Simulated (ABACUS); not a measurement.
# Al (Fm-3m) in ABACUS: further runs

One crystal, Al, is run at these levels: M06-L, PBE; tasks: single point, relaxation of cell and atoms.

Everything below comes from runs of ABACUS 3.10.1. Logs are shortened: lines on timing, memory, paths and dates and some standing lists are left out, and cuts for length are marked.

## 1. The structure

The structure is cubic, space group Fm-3m (No. 225). The conventional cell has a = 4.050 Å, b = 4.050 Å, c = 4.050 Å, α = 90.00°, β = 90.00°, γ = 90.00°. Al (site symmetry m-3m) is surrounded by 12 Al at 2.86 Å.

## 2. Single point, M06-L

File run_abacus.py:

```python
"""ABACUS run from a structure file: ASE reads it, the script writes STRU, KPT and INPUT."""
import re
import subprocess
from ase.io import read
from ase.units import Bohr

atoms = read("Al.cif")
atoms = atoms[(-atoms.numbers).argsort(kind="stable")]  # ABACUS lists atoms element by element
pseudo = {'Al': 'Al_ONCV_PBE-1.2.upf'}
orbital = {}
magmoms = None
kmesh = [7, 7, 7]
params = {
    'suffix': 'Al',
    'calculation': 'scf',
    'basis_type': 'pw',
    'pseudo_dir': './',
    'symmetry': 1,
    'dft_functional': 'MGGA_X_M06_L+MGGA_C_M06_L',
    'ecutwfc': 69,
    'pseudo_rcut': 10,
    'nspin': 1,
    'nbands': 16,
    'ks_solver': 'dav',
    'smearing_method': 'fd',
    'smearing_sigma': 0.00367493,
    'scf_thr': 1e-08,
    'scf_nmax': 100,
    'mixing_type': 'broyden',
    'mixing_beta': 0.7,
    'cal_force': 1,
    'cal_stress': 1,
    'mixing_tau': 1,
    'out_chg': 1,
    'kpar': 4,
}

symbols = atoms.get_chemical_symbols()
elements = list(dict.fromkeys(symbols))
lines = ["ATOMIC_SPECIES"] + [f"{e} {atoms.get_masses()[symbols.index(e)]:.4f} {pseudo[e]}" for e in elements]
if orbital:
    lines += ["", "NUMERICAL_ORBITAL"] + [orbital[e] for e in elements]
lines += ["", "LATTICE_CONSTANT", f"{1 / Bohr:.10f}", "", "LATTICE_VECTORS"]
lines += [" ".join(f"{x:.10f}" for x in v) for v in atoms.cell]
lines += ["", "ATOMIC_POSITIONS", "Direct"]
for e in elements:
    lines += ["", e, "0.0", str(symbols.count(e))]
    for i, p in enumerate(atoms.get_scaled_positions(wrap=False)):
        if symbols[i] == e:
            mag = "" if magmoms is None else " mag " + " ".join(str(x) for x in (magmoms[i] if isinstance(magmoms[i], list) else [magmoms[i]]))
            lines.append(" ".join(f"{x:.10f}" for x in p) + " 1 1 1" + mag)
open("STRU", "w").write("\n".join(lines) + "\n")
open("KPT", "w").write("K_POINTS\n0\nGamma\n%d %d %d 0 0 0\n" % tuple(kmesh))
open("INPUT", "w").write("INPUT_PARAMETERS\n" + "".join(f"{k:<20s}{v}\n" for k, v in params.items()))

done = subprocess.run(['mpirun', '-np', '4', 'abacus'])
if done.returncode:
    raise SystemExit(done.returncode)
log = open("OUT.Al/running_scf.log").read()
print("final energy (eV):", re.findall(r"FINAL_ETOT_IS (\S+)", log))
```

File Al.cif:

```cif
data_Al
_cell_length_a 2.86350669
_cell_length_b 2.86350669
_cell_length_c 2.86350669
_cell_angle_alpha 60.00000000
_cell_angle_beta 60.00000000
_cell_angle_gamma 60.00000000
_space_group_name_H-M_alt 'P1'
_space_group_name_Hall 'P 1'
_space_group_IT_number 1
loop_
_space_group_symop_operation_xyz
'x,y,z'
loop_
_atom_site_label
_atom_site_type_symbol
_atom_site_symmetry_multiplicity
_atom_site_Wyckoff_symbol
_atom_site_fract_x
_atom_site_fract_y
_atom_site_fract_z
_atom_site_occupancy
Al1 Al 1 a 0.0000000000 0.0000000000 0.0000000000 1
```

Potentials or basis: SG15 ONCV 1.2 PBE, plane waves.

Run with:

```sh
OMP_NUM_THREADS=1 python run_abacus.py > log
```

running log:

```text
ABACUS v3.10.1

               Atomic-orbital Based Ab-initio Computation at UStc

 ------------------------------------------------------------------------------------

 READING GENERAL INFORMATION
                           global_out_dir = OUT.Al/
                           global_in_card = INPUT
                               pseudo_dir = ./
                              orbital_dir =
                                    DSIZE = 4
                                    GSIZE = 1

 READING UNITCELL INFORMATION
                                    ntype = 1
                  lattice constant (Bohr) = 1.88973
              lattice constant (Angstrom) = 1

 READING ATOM TYPE 1
                               atom label = Al
                      L=0, number of zeta = 1
                      L=1, number of zeta = 1
                      L=2, number of zeta = 1
             number of atom for this type = 1

                        TOTAL ATOM NUMBER = 1
DIRECT COORDINATES
    atom                   x                   y                   z     mag                  vx                  vy                  vz
taud_Al1            0.0000000000        0.0000000000        0.0000000000  0.0000        0.0000000000        0.0000000000        0.0000000000

                          Volume (Bohr^3) = 112.041
                             Volume (A^3) = 16.6027

 Lattice vectors: (Cartesian coordinate: in unit of a_0)
             +2.86351                  +0                  +0
             +1.43175            +2.47987                  +0
             +1.43175           +0.826623            +2.33804
 Reciprocal vectors: (Cartesian coordinate: in unit of 2 pi/a_0)
            +0.349222           -0.201624           -0.142569
                   -0           +0.403247           -0.142569
                   +0                  -0           +0.427708
 The esolver type has been set to : ksdft_pw

                PAO radial cut off (Bohr) = 10

 Read in pseudopotential file is Al_ONCV_PBE-1.2.upf
                     pseudopotential type = NC
          exchange-correlation functional = PBE
                 nonlocal core correction = 0
                        valence electrons = 11
                                     lmax = 1
                           number of zeta = 0
                     number of projectors = 4
                           L of projector = 0
                           L of projector = 0
                           L of projector = 1
                           L of projector = 1
 XC functional updated to : MGGA_X_M06_L+MGGA_C_M06_L
          exchange-correlation functional = MGGA_X_M06_L+MGGA_C_M06_L
     initial pseudo atomic orbital number = 0

 SETUP THE ELECTRONS NUMBER
            electron number of element Al = 11
      total electron number of element Al = 11
            AUTOSET number of electrons:  = 11
                           occupied bands = 6
                                   NBANDS = 16
                                   NLOCAL = 9

%%%%%%%%%%%%%%%%%%%%%%%%%%%%%%%%%%%%%%%%%%%%%%%%%%%%%%%%%%%%%%%%%%%%%%%%%%%%%%%%%%%%%%%%%%%%%%%%%%%%%%%%%%
 Warning: the number of valence electrons in pseudopotential > 3 for Al: [Ne] 3s2 3p1
 Pseudopotentials with additional electrons can yield (more) accurate outcomes, but may be less efficient.
 If you're confident that your chosen pseudopotential is appropriate, you can safely ignore this warning.
%%%%%%%%%%%%%%%%%%%%%%%%%%%%%%%%%%%%%%%%%%%%%%%%%%%%%%%%%%%%%%%%%%%%%%%%%%%%%%%%%%%%%%%%%%%%%%%%%%%%%%%%%%

 SETUP THE PLANE WAVE BASIS
 energy cutoff for charge/potential (unit:Ry) = 276
            fft grid for charge/potential = [ 30, 30, 30 ]
                        fft grid division = [ 1, 1, 1 ]
        big fft grid for charge/potential = [ 30, 30, 30 ]
                                     nbxx = 27000
                                     nrxx = 27000

 SETUP PLANE WAVES FOR CHARGE/POTENTIAL
                    number of plane waves = 8657
                         number of sticks = 559

 PARALLEL PW FOR CHARGE/POTENTIAL
     PROC   COLUMNS(POT)             PW
        1            559           8657
 --------------- sum -------------------
        1            559           8657
                            number of |g| = 139
                                  max |g| = 24.879
                                  min |g| = 0

----------- Double Check Mixing Parameters Begin ------------
mixing_type: broyden
mixing_beta: 0.7
mixing_gg0: 1
mixing_gg0_min: 0.1
mixing_ndim: 8
----------- Double Check Mixing Parameters End ------------

 LATTICE VECTORS: (CARTESIAN COORDINATE: IN UNIT OF A0)
             +2.86351                  +0                  +0
             +1.43175            +2.47987                  +0
             +1.43175           +0.826623            +2.33804
                       right hand lattice = 1
                                   NORM_A = 2.86351
                                   NORM_B = 2.86351
                                   NORM_C = 2.86351
                           ALPHA (DEGREE) = 60
                           BETA  (DEGREE) = 60
                           GAMMA (DEGREE) = 60

 The lattice vectors have been changed (STRU_SIMPLE.cif)

(for optimal symmetric configuration:)
                             BRAVAIS TYPE = 3
                     BRAVAIS LATTICE NAME = 03. Cubic F (face-centered)
                                    ibrav = 3
                                    IBRAV = 3
                                  BRAVAIS = FACE CENTERED CUBIC
                       LATTICE CONSTANT A = 4.04961
Original cell was already a primitive cell.
                        ROTATION MATRICES = 48
              PURE POINT GROUP OPERATIONS = 48
                   SPACE GROUP OPERATIONS = 48
                              POINT GROUP = O_h
               POINT GROUP IN SPACE GROUP = O_h

 SETUP K-POINTS
                                    nspin = 1
                   Input type of k points = Monkhorst-Pack(Gamma)
                                   nkstot = 343
                       right hand lattice = 1
(for reciprocal lattice: )
                             BRAVAIS TYPE = 2
                     BRAVAIS LATTICE NAME = 02. Cubic I (body-centered)
                                    ibrav = 2
                       right hand lattice = 1
(for k-lattice: )
                             BRAVAIS TYPE = 2
                     BRAVAIS LATTICE NAME = 02. Cubic I (body-centered)
                                    ibrav = 2
                       right hand lattice = 1
                        ROTATION MATRICES = 48
                               nkstot_ibz = 20
K-POINTS REDUCTION ACCORDING TO SYMMETRY
     IBZ    DIRECT_X    DIRECT_Y    DIRECT_Z  WEIGHT  ibz2bz
       1  0.00000000  0.00000000  0.00000000  0.0029       0
       2  0.14285714  0.14285714  0.14285714  0.0233       1
       3  0.28571429  0.28571429  0.28571429  0.0233       2
       4  0.42857143  0.42857143  0.42857143  0.0233       3
       5  0.14285714  0.14285714  0.00000000  0.0175       8
       6  0.28571429  0.14285714  0.28571429  0.0700       9
[... 12 lines left out ...]
      19 -0.42857143  0.42857143  0.14285714  0.0700      74
      20 -0.28571429  0.42857143  0.28571429  0.0700      75

                               nkstot now = 20
[... K-POINTS DIRECT COORDINATES: 20 rows ...]

           k-point number in this process = 5
       minimum distributed K point number = 5
[... stars of the k points ...]

[... K-POINTS CARTESIAN COORDINATES: 5 rows ...]

[... K-POINTS DIRECT COORDINATES: 5 rows ...]

 SETUP PLANE WAVES FOR WAVE FUNCTIONS
     energy cutoff for wavefunc (unit:Ry) = 69
              fft grid for wave functions = [ 30, 30, 30 ]
                    number of plane waves = 1363
                         number of sticks = 163

 PARALLEL PW FOR WAVE FUNCTIONS
     PROC   COLUMNS(POT)             PW
        1            163           1363
 --------------- sum -------------------
        1            163           1363

 SETUP NONLOCAL PSEUDOPOTENTIALS IN PLANE WAVE BASIS
 Al non-local projectors:
 projector 1 L=0
 projector 2 L=0
 projector 3 L=1
 projector 4 L=1
      TOTAL NUMBER OF NONLOCAL PROJECTORS = 8

 Init Non-Local PseudoPotential table :
 Init Non-Local-Pseudopotential done.

                                     npwx = 1089

 -------------------------------------------
 SELF-CONSISTENT
 -------------------------------------------
                                 init_chg = atomic

 PW ALGORITHM --------------- ION=   1  ELEC=   1--------------------------------
 Notice: Threshold on eigenvalues was too large.
 hsover_error=0.11 > DRHO=0.0283536
 Origin diag ethr = 0.01
 New diag ethr = 0.00025776

 Density error is 0.0268033216132
                          Error Threshold = 0.000257759948885
----------------------------------------------------------
     Energy           Rydberg                 eV
----------------------------------------------------------
 E_KohnSham     -138.5621759735      -1885.2351205186
 E_Harris       -139.4744169078      -1897.6467951738
 E_Fermi        0.8112506550         11.0376314149
----------------------------------------------------------
[... 75 lines left out ...]
 Density error is 6.83270793676e-09
                          Error Threshold = 1.77883824884e-09
----------------------------------------------------------
     Energy           Rydberg                 eV
----------------------------------------------------------
 E_KohnSham     -138.5827048991      -1885.5144308799
 E_KS(sigma->0) -138.5826155129      -1885.5132147187
 E_Harris       -138.5829290843      -1885.5174810766
 E_band         -37.2236353065       -506.4535404425
 E_one_elec     -84.7289266515       -1152.7961878843
 E_Hartree      34.4693955267        468.9801857785
 E_xc           -15.8294098072       -215.3701693549
 E_Ewald        -72.4935851947       -986.3258270969
 E_entropy(-TS) -0.0001787723        -0.0024323223
 E_descf        0.0000000000         0.0000000000
 E_exx          0.0000000000         0.0000000000
 E_Fermi        0.8063511523         10.9709702601
----------------------------------------------------------

 charge density convergence is achieved
 final etot is -1885.5144309 eV
 EFERMI = 10.97097026 eV

 STATE ENERGY(eV) AND OCCUPATIONS    NSPIN == 1
 1/5 kpoint (Cartesian) = 0.0000 0.0000 0.0000 (1067 pws)
       1       -96.2589     0.00583090
       2       -55.5051     0.00583090
       3       -55.5051     0.00583090
       4       -55.5051     0.00583090
       5      -0.407900     0.00583090
       6        23.5744        0.00000
[... 8 lines left out ...]
      15        32.6572        0.00000
      16        35.8246        0.00000
[... 56 lines left out ...]
       1       -96.2583      0.0349854
       2       -55.5088      0.0349854
       3       -55.5066      0.0349854
       4       -55.5066      0.0349854
       5       0.341941      0.0349854
       6        20.5903    9.81434e-86
[... 8 lines left out ...]
      15        34.4895        0.00000
      16        36.6191        0.00000

------------------------------------------------------------------------------------------
 TOTAL-FORCE (eV/Angstrom)
------------------------------------------------------------------------------------------
                       Al1         0.0000000000         0.0000000000         0.0000000000
------------------------------------------------------------------------------------------

----------------------------------------------------------------
 TOTAL-STRESS (KBAR)
----------------------------------------------------------------
       -78.9533923354         0.0000000000        -0.0000000000
        -0.0000000000       -78.9533923383        -0.0000000011
        -0.0000000000        -0.0000000011       -78.9533923386
----------------------------------------------------------------
 TOTAL-PRESSURE: -78.953392 KBAR

 --------------------------------------------
 !FINAL_ETOT_IS -1885.5144308798614929 eV
 --------------------------------------------
```

Run time: 11 s. Hardware: 4 MPI ranks of Intel Xeon Platinum 8488C (Sapphire Rapids), shared host; peak memory 0.36 GiB.

What came out:

```yaml
Free_energy: -1885.5144 eV
Pressure: -7.9 GPa
Band_gap_on_the_k_mesh: none (metal or under the smearing width)
```

Levels at points of the mesh, in eV from the Fermi level:
```csv
k point,band 5,band 6,band 7,band 8,band 9
"(0.00, 0.00, 0.00)",-11.38,12.60,12.60,12.60,14.97
```

Caveat: the k mesh is coarse (spacing up to 0.38 Å⁻¹), so the values aren't converged; the potentials were made for another functional, which shifts forces and pressure.

## 3. Relaxation of cell and atoms, M06-L

File INPUT:

```
INPUT_PARAMETERS
suffix              Al
calculation         cell-relax
basis_type          pw
pseudo_dir          ./
symmetry            1
dft_functional      MGGA_X_M06_L+MGGA_C_M06_L
ecutwfc             69
pseudo_rcut         10
nspin               1
nbands              10
ks_solver           dav
smearing_method     fd
smearing_sigma      0.00367493
scf_thr             1e-08
scf_nmax            100
mixing_type         broyden
mixing_beta         0.7
cal_force           1
cal_stress          1
mixing_tau          1
relax_nmax          60
force_thr_ev        0.02
relax_method        cg
out_stru            1
stress_thr          0.5
kpar                4
```

File STRU:

```
ATOMIC_SPECIES
Al 26.9815 Al_ONCV_PBE-1.2.upf

LATTICE_CONSTANT
5.4112434042

LATTICE_VECTORS
0.0000000000 0.7071067812 0.7071067812
0.7071067812 0.0000000000 0.7071067812
0.7071067812 0.7071067812 0.0000000000

ATOMIC_POSITIONS
Cartesian

Al
0.0
1
0.0000000000 0.0000000000 0.0000000000 1 1 1
```

File KPT:

```
K_POINTS
0
Gamma
7 7 7 0 0 0
```

Potentials or basis: SG15 ONCV 1.2 PBE, plane waves.

Run with:

```sh
OMP_NUM_THREADS=1 mpirun -np 4 abacus > log
```

Run time: 15 s. Hardware: 4 MPI ranks of Intel Xeon Platinum 8488C (Sapphire Rapids), shared host; peak memory 0.36 GiB.

The run converged. Its results:

* Free energy: -1885.5469 eV
* Relaxed volume: 15.37 Å³/atom
* Relaxed cell: a = 2.791 Å, b = 2.791 Å, c = 2.791 Å, α = 60.00°, β = 60.00°, γ = 60.00°
* Space group after relaxing (to 0.05 Å): Fm-3m (No. 225)
* Energy gained by relaxing: 32.5 meV/atom
* Ionic steps: 3
* Pressure after relaxing: 0.0 GPa
* Band gap on the k mesh: none (metal or under the smearing width)

The path:
| step | energy change (eV) | largest force (eV/Å) | pressure (GPa) | volume (Å³) |
| --- | --- | --- | --- | --- |
| 1 | 0.0000 | 0.0000 | -7.89 | 16.60 |
| 2 | -0.0187 | 0.0000 | 6.35 | 14.65 |
| 3 | -0.0325 | 0.0000 | 0.00 | 15.37 |

Final structure:
```xyz
1
Lattice="0.0000 1.9735 1.9735 1.9735 0.0000 1.9735 1.9735 1.9735 0.0000" Properties=species:S:1:pos:R:3 pbc="T T T"
Al    0.0000    0.0000    0.0000
```

Levels at points of the mesh, in eV from the Fermi level:
| k point | band 5 | band 6 | band 7 | band 8 | band 9 |
| --- | --- | --- | --- | --- | --- |
| (0.00, 0.00, 0.00) | -11.88 | 13.09 | 13.09 | 13.09 | 16.06 |

Caveat: the k mesh is coarse (spacing up to 0.38 Å⁻¹), so the values aren't converged; the potentials were made for another functional, which shifts forces and pressure.

(Part 1 of 2 ends here.)
